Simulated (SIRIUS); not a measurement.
# As in SIRIUS: convergence with k mesh

Input of the first run (k mesh 1 × 1 × 1); the others differ in this setting and in those tied to it:

sirius.json

```json
{
  "control": {
    "processing_unit": "cpu",
    "std_evp_solver_name": "lapack",
    "gen_evp_solver_name": "lapack",
    "verbosity": 2,
    "print_forces": true,
    "ortho_rf": true,
    "use_second_variation": true,
    "rmt_max": 3.0,
    "num_bands_to_print": 24,
    "save_wf": true
  },
  "parameters": {
    "electronic_structure_method": "full_potential_lapwlo",
    "xc_functionals": ["XC_GGA_X_PBE_SOL", "XC_GGA_C_PBE_SOL"],
    "core_relativity": "dirac",
    "valence_relativity": "iora",
    "num_fv_states": 30,
    "smearing": "fermi_dirac",
    "smearing_width": 0.0018374661,
    "pw_cutoff": 20,
    "gk_cutoff": 3.61,
    "lmax_apw": 10,
    "lmax_rho": 8,
    "lmax_pot": 8,
    "num_mag_dims": 0,
    "auto_rmt": 0,
    "ngridk": [1, 1, 1],
    "shiftk": [0, 0, 0],
    "num_dft_iter": 80,
    "energy_tol": 1e-07,
    "density_tol": 1e-05,
    "use_symmetry": true
  },
  "settings": {"tol_ne": 1e-10},
  "iterative_solver": {"type": "exact"},
  "mixer": {"type": "anderson", "beta": 0.5, "max_history": 8},
  "unit_cell": {
    "lattice_vectors": [
      [3.5541910346, 2.0520131505, 6.6406147546],
      [-3.5541910346, 2.0520131505, 6.6406147546],
      [0.0, -4.1040263011, 6.6406147546]
    ],
    "atom_types": ["As"],
    "atom_files": {"As": "As.json"},
    "atoms": {"As": [[0.226, 0.226, 0.226], [0.774, 0.774, 0.774]]}
  }
}
```

Contents of As.json:

```json
{
  "name": "arsenic",
  "symbol": "As",
  "number": 33,
  "mass": 74.9216,
  "rmin": 1e-06,
  "rmt": 2.33,
  "nrmt": 800,
  "rinf": 15.07,
  "core": "1s2s2p",
  "valence": [
    {"basis": [{"enu": 0.0, "dme": 0, "n": 0, "auto": 0}, {"enu": 0.0, "dme": 1, "n": 0, "auto": 0}]},
    {"l": 0, "n": 1, "basis": [{"enu": -0.0214, "dme": 0, "n": 0, "auto": 0}]},
    {"l": 1, "n": 2, "basis": [{"enu": 0.1, "dme": 0, "n": 0, "auto": 0}]},
    {"l": 2, "n": 3, "basis": [{"enu": 0.1, "dme": 0, "n": 0, "auto": 0}]},
    {"l": 3, "n": 4, "basis": [{"enu": 0.1, "dme": 0, "n": 0, "auto": 0}]}
  ],
  "lo": [
    {
      "l": 0,
      "basis": [{"enu": -0.0214, "dme": 0, "n": 0, "auto": 0}, {"enu": -0.0214, "dme": 1, "n": 0, "auto": 0}]
    },
    {
      "l": 0,
      "basis": [{"enu": -0.0214, "dme": 1, "n": 0, "auto": 0}, {"enu": -0.0214, "dme": 2, "n": 0, "auto": 0}]
    },
    {
      "l": 0,
      "basis": [{"enu": -6.6508, "dme": 0, "n": 3, "auto": 1}, {"enu": -6.6508, "dme": 1, "n": 3, "auto": 1}]
    },
    {
      "l": 0,
      "basis": [{"enu": -0.0214, "dme": 0, "n": 0, "auto": 0}, {"enu": 2.189, "dme": 0, "n": 0, "auto": 0}]
    },
    {"l": 1, "basis": [{"enu": 0.1, "dme": 0, "n": 0, "auto": 0}, {"enu": 0.1, "dme": 1, "n": 0, "auto": 0}]},
    {
      "l": 1,
      "basis": [{"enu": -4.6009, "dme": 0, "n": 3, "auto": 1}, {"enu": -4.6009, "dme": 1, "n": 3, "auto": 1}]
    },
    {"l": 1, "basis": [{"enu": -4.6009, "dme": 1, "n": 3, "auto": 1}, {"enu": 0.1, "dme": 0, "n": 0, "auto": 0}]},
    {"l": 1, "basis": [{"enu": 0.1, "dme": 0, "n": 0, "auto": 0}, {"enu": 3.4893, "dme": 0, "n": 0, "auto": 0}]},
    {"l": 2, "basis": [{"enu": 0.1, "dme": 0, "n": 0, "auto": 0}, {"enu": 0.1, "dme": 1, "n": 0, "auto": 0}]},
    {
      "l": 2,
      "basis": [{"enu": -1.2085, "dme": 0, "n": 3, "auto": 1}, {"enu": -1.2085, "dme": 1, "n": 3, "auto": 1}]
    },
    {"l": 2, "basis": [{"enu": -1.2085, "dme": 1, "n": 3, "auto": 1}, {"enu": 0.1, "dme": 0, "n": 0, "auto": 0}]},
    {"l": 2, "basis": [{"enu": 0.1, "dme": 0, "n": 0, "auto": 0}, {"enu": 3.9313, "dme": 0, "n": 0, "auto": 0}]},
    {"l": 3, "basis": [{"enu": 0.1, "dme": 0, "n": 0, "auto": 0}, {"enu": 0.1, "dme": 1, "n": 0, "auto": 0}]},
    {"l": 3, "basis": [{"enu": 0.1, "dme": 0, "n": 0, "auto": 0}, {"enu": 3.3051, "dme": 0, "n": 0, "auto": 0}]}
  ],
  "free_atom": [... radial grid and density of the free atom, the start of the SCF ...]
}
```

sirius_start.json

```json
{
  "control": {
    "processing_unit": "cpu",
    "std_evp_solver_name": "lapack",
    "gen_evp_solver_name": "lapack",
    "verbosity": 1,
    "print_forces": false,
    "ortho_rf": true,
    "use_second_variation": true,
    "rmt_max": 3.0,
    "num_bands_to_print": 24,
    "save_wf": false
  },
  "parameters": {
    "electronic_structure_method": "full_potential_lapwlo",
    "xc_functionals": ["XC_LDA_X", "XC_LDA_C_PW"],
    "core_relativity": "dirac",
    "valence_relativity": "iora",
    "num_fv_states": 30,
    "smearing": "fermi_dirac",
    "smearing_width": 0.0055123983,
    "pw_cutoff": 20,
    "gk_cutoff": 2.88,
    "lmax_apw": 10,
    "lmax_rho": 8,
    "lmax_pot": 8,
    "num_mag_dims": 0,
    "auto_rmt": 0,
    "ngridk": [1, 1, 1],
    "shiftk": [0, 0, 0],
    "num_dft_iter": 30,
    "energy_tol": 0.01,
    "density_tol": 0.05,
    "use_symmetry": true
  },
  "settings": {"tol_ne": 1e-10},
  "iterative_solver": {"type": "exact"},
  "mixer": {"type": "anderson", "beta": 0.5, "max_history": 8},
  "unit_cell": {
    "lattice_vectors": [
      [3.5541910346, 2.0520131505, 6.6406147546],
      [-3.5541910346, 2.0520131505, 6.6406147546],
      [0.0, -4.1040263011, 6.6406147546]
    ],
    "atom_types": ["As"],
    "atom_files": {"As": "As.json"},
    "atoms": {"As": [[0.226, 0.226, 0.226], [0.774, 0.774, 0.774]]}
  }
}
```

Potentials or basis: all-electron FP-LAPW, apw+lo standard.

Launch:

```bash
$ OMP_NUM_THREADS=1 sirius.scf --input=sirius_start.json --output=start.json
$ OMP_NUM_THREADS=1 sirius.scf --input=sirius.json --output=output.json --task=1
```

Hardware: 1 thread of Arm Neoverse V1, with other jobs on the host.

Question: The values tried are 1 × 1 × 1, 3 × 3 × 3, 4 × 4 × 4, 5 × 5 × 5, 7 × 7 × 7, 9 × 9 × 9, 11 × 11 × 11, loosest first. From which on does the gap on the mesh stay within 0.01 eV of the tightest run that finished?

Answer: From 7 × 7 × 7 on.

```
      k mesh  energy less the tightest run, at zero smearing (meV/atom)  largest force (eV/Å)  gap on the mesh (eV)  SCF cycles  CPU time (s)  peak memory (GiB)
   1 × 1 × 1                                                    5285.80                 3.547                 3.544           7            18               0.35
   3 × 3 × 3                                                     -66.86                 0.013                 1.322           8            23               0.36
   4 × 4 × 4                                                     -38.62                 0.019                 0.065           8            29               0.38
   5 × 5 × 5                                                     -26.52                 0.182                 0.078           8            34                0.4
   7 × 7 × 7                                                     -10.76                 0.336                 0.000           8            55               0.47
   9 × 9 × 9                                                      -2.97                 0.374                 0.000           8            89               0.58
11 × 11 × 11                                                       0.00                 0.377                 0.000           8           140               0.75
```

Against the tightest run, the largest force stays within 0.005 eV/Å from 9 × 9 × 9 on. Not settled before the last step: the energy (to 1 meV/atom). Meshes of other sizes hit other points, so gaps and Fermi surfaces needn't settle smoothly. The tightest run that finished is the yardstick and may itself not be fully converged.
